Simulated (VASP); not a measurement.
Wanted: the native input for a VASP 6.6.1 run.

| Quantity | Value |
| --- | --- |
| Task | single point |
| Functional | PBE |
| Potentials or basis | VASP PAW PBE potentials, release 64 (Pb_d) |
| Cutoff | 520 eV |
| k mesh | 9 × 9 × 4 |
| Occupations | fermi-dirac, width 0.2 eV |
| Spin | no spin polarisation |
| Dipole correction | no |
| Further INCAR settings | ALGO = Fast; EDIFF = 1e-07; NBANDS = 21 |

The structure of Pb lies in POSCAR:

```
Pb
1.0
    3.0386000000     -1.7503000000      0.0000000000
    3.0386000000      1.7503000000      0.0000000000
   -2.1155000000      0.0000000000      6.0952000000
Pb
2
Direct
    0.0915000000      0.0915000000      0.2737000000
    0.9085000000      0.9085000000      0.7263000000
```

This isn't the form of Pb at room conditions, which is fcc.

One way to write it, as run:

INCAR

```
SYSTEM = Pb
PREC = Accurate ; ENCUT = 520
EDIFF = 1E-7 ; ISMEAR = -1
SIGMA = 0.2 ; LREAL = .False.
LASPH = .True. ; NELM = 100
ALGO = Fast ; ISIF = 2
LWAVE = .False. ; LCHARG = .False.
GGA = PE ; NBANDS = 21
```

KPOINTS

```
Automatic mesh
0
Gamma
  9 9 4
  0 0 0
```

Potentials or basis: VASP PAW PBE potentials, release 64 (Pb_d).

Run with:

```sh
$ cat potpaw_PBE.64/Pb_d/POTCAR > POTCAR
$ mpirun -np 1 vasp_std > vasp.out
```

Results of the run:

```json
{"Pressure": "1.0 GPa", "Largest force": "0.009 eV/Å", "Band gap on the k mesh": "none (metal or under the smearing width)"}
```

Wall time 55 s on 1 thread of Intel(R) Xeon(R) 6975P-C (Granite Rapids) (shared host), peak memory 0.25 GiB.
